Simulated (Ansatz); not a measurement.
A trial structure of Te2Mo was built thus: random cell by space group and Wyckoff sites (R-3m, No. 166). Its size is a rough estimate.

```
CELL_PARAMETERS angstrom
3.37480 1.94844 4.67243
-3.37480 1.94844 4.67243
0.00000 -3.89688 4.67243
ATOMIC_POSITIONS crystal
Te 0.00000 0.00000 0.50000
Te 0.50000 0.00000 0.00000
Te 0.00000 0.50000 0.00000
Te 0.50000 0.50000 0.50000
Mo 0.90142 0.90142 0.90142
Mo 0.09858 0.09858 0.09858
```

The calculation used Ansatz 0.2.0, DFT PBE, scalar-relativistic, plane waves, PAW. Cutoff 420 eV, Gaussian smearing, Γ-centred meshes. Cell and atoms relax first on a coarse mesh and then on a finer one. In between, the cell is made exact in the group found at 0.06 Å. In metals the finer mesh still leaves noise of several meV/atom or more. The steps can't lower the symmetry of their start. No spin polarisation in the relaxation; trial moments died out in a coarse test.

A guess keeps its type if space group and coordination stay and the shape of the cell changes little (axis ratios within about 15 %, angles within 6°); the volume may change.

Q: Will the relaxed cell still be of the starting type?

A: It doesn't keep its type. The symmetry stays R-3m (No. 166). The volume per atom grows by 3.5 %, from 30.7 to 31.8 Å³. The shortest distance goes from 2.17 Å (Te–Mo) to 2.30 Å (Mo–Mo). The ratio c/a of the conventional cell changes by a factor of 0.42. Counting neighbours within 15 % of an atom's shortest distance, the start has Mo 3, Te 2/6 and the end Mo 4, Te 2. In detail, at the end Te on a site of symmetry 2/m is surrounded by 2 Mo at 2.63 Å; Te on a site of symmetry -3m is surrounded by 2 Mo at 2.85 Å; Mo is surrounded by 1 Mo at 2.30 Å, 3 Te at 2.63 Å and 1 Te at 2.85 Å.

```cif
data_structure
_symmetry_space_group_name_H-M 'R-3m:H'
_symmetry_Int_Tables_number 166
_cell_length_a 9.0830
_cell_length_b 9.0830
_cell_length_c 8.0078
_cell_angle_alpha 90.000
_cell_angle_beta 90.000
_cell_angle_gamma 120.000
_cell_volume 572.14
loop_
_atom_site_label
_atom_site_type_symbol
_atom_site_symmetry_multiplicity
_atom_site_Wyckoff_symbol
_atom_site_fract_x
_atom_site_fract_y
_atom_site_fract_z
_atom_site_occupancy
Te1 Te 9 d 0.83333 0.66667 0.16667 1
Te2 Te 3 b 0.00000 0.00000 0.50000 1
Mo1 Mo 6 c 0.00000 0.00000 0.85651 1
```

The last run used a 6×6×6 mesh for its 6-atom cell and Gaussian smearing of 0.10 eV. Spin–orbit coupling, which can matter for Te, is left out. A structure relaxed within its symmetry needn't be a true minimum. Another cell of Te2Mo relaxed alike, in P6_3/mmc (a cell as deposited in COD), lies 0.80 eV/atom lower, so this cell isn't the stable form at this level.

In counts of neighbours, a slash parts the counts of unlike sites.
